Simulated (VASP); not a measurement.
Runs of VASP 6.6.1 on CdO. The structure is cubic, space group Fm-3m (No. 225). Conventional cell: a = 4.705 Å, b = 4.705 Å, c = 4.705 Å, α = 90.00°, β = 90.00°, γ = 90.00°. Cd (site symmetry m-3m) has 6 O at 2.35 Å as nearest neighbours. O (site symmetry m-3m) has 6 Cd at 2.35 Å as nearest neighbours. 

| task | level | potentials or basis | spin | cell | k mesh | cutoff (eV) | gap on the mesh (eV) | pressure (GPa) |
| --- | --- | --- | --- | --- | --- | --- | --- | --- |
| band structure | TB-mBJ | VASP PAW PBE potentials, release 64 (Cd, O) | off | Fm-3m, 13.02 Å³/atom | 12 × 12 × 12 | 520 | 1.42 | - |
| relaxation of cell and atoms | PBEsol | VASP PAW PBE potentials, release 64 (Cd, O) | off | relaxed | 12 × 12 × 12 | 600 | none | 0.0 |
| band structure | PBEsol | VASP PAW PBE potentials, release 64 (Cd, O) | off | Fm-3m, 13.02 Å³/atom | 12 × 12 × 12 | 520 | - | 0.2 |
| band structure | LDA | VASP PAW LDA potentials, release 64 (Cd, O) | off | Fm-3m, 13.02 Å³/atom | 12 × 12 × 12 | 520 | - | (a) |
| band structure | PBEsol | VASP PAW PBE potentials, release 64 (Cd, O) | SOC, no magnetisation | Fm-3m, 13.02 Å³/atom | 8 × 8 × 8 | 520 | - | 0.2 |

Alike in all rows: smearing gaussian 0.03 eV.

Question: Fill in the values left out.

Answer: (a) -4.9.

Caveats: the PAW data sets were made with another functional, which shifts forces and pressure a little (some runs); this crystal is a semiconductor, whose small gap the functional closes, so the metal is an error of the method (some runs).

A k mesh can miss the band edges, and rows without SOC leave out spin-orbit coupling on Cd.

A gap of «none» marks a metal or a gap under the smearing width.
